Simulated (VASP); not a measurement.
A run of VASP 6.6.1:

File INCAR:

```
SYSTEM = In2Se
PREC = Accurate
ENCUT = 600
EDIFF = 1E-6
ISMEAR = 0
SIGMA = 0.0242
LREAL = .FALSE.
LASPH = .TRUE.
NELM = 100
ALGO = Normal
ISIF = 3
LWAVE = .FALSE.
LCHARG = .FALSE.
GGA = PE
IBRION = 2
NSW = 60
EDIFFG = -0.01
```

File KPOINTS:

```
regular mesh
0
G
  5 5 5
  0 0 0
```

The input POSCAR:

```
In2Se
1.0
    0.0000000000      3.4948010000      3.4948010000
    3.4948010000      0.0000000000      3.4948010000
    3.4948010000      3.4948010000      0.0000000000
Se In
1 2
Direct
    0.0000000000      0.0000000000      0.0000000000
    0.2500000000      0.2500000000      0.2500000000
    0.7500000000      0.7500000000      0.7500000000
```

Potentials or basis: VASP PAW PBE potentials, release 64 (Se, In_d).

Command:

```bash
$ cat potpaw_PBE.64/Se/POTCAR potpaw_PBE.64/In_d/POTCAR > POTCAR
$ mpirun -np 1 vasp_std > vasp.out
```

Hardware: 1 thread of Intel(R) Xeon(R) Platinum 8259CL CPU @ 2.50GHz (Skylake/Cascade Lake), with other jobs on the host.

Q: How long does it take, and how much memory?

A: Wall time 86 s on 1 thread of Intel(R) Xeon(R) Platinum 8259CL CPU @ 2.50GHz (Skylake/Cascade Lake), with other jobs on the host, peak memory 0.25 GiB. Counts: scf iterations 45, k points 10, ion steps 5.
